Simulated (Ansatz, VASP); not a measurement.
**P in VASP and in Ansatz**

```
CELL_PARAMETERS angstrom
-1.54248 1.54248 1.54248
1.54248 -1.54248 1.54248
1.54248 1.54248 -1.54248
ATOMIC_POSITIONS crystal
P 0.00000 0.00000 0.00000
```

Alike in both runs: task single point; functional LDA; k mesh 16 × 16 × 16; occupations fermi-dirac, width 0.1 eV; no spin polarisation.

```csv
,VASP,Ansatz
version,VASP 6.6.1,Ansatz 0.2.0
potentials or method,"VASP PAW LDA potentials, release 64 (P)","plane waves (420 eV) with PAW, scalar-relativistic"
plane-wave cutoff (eV),520,420
valence electrons in the cell,5,5
```

|  | VASP | Ansatz | Ansatz less VASP |
| --- | --- | --- | --- |
| pressure (GPa) | -7.4 | -7.4 | +0.08 |

Ansatz warned: «pseudo_functional_mismatch».
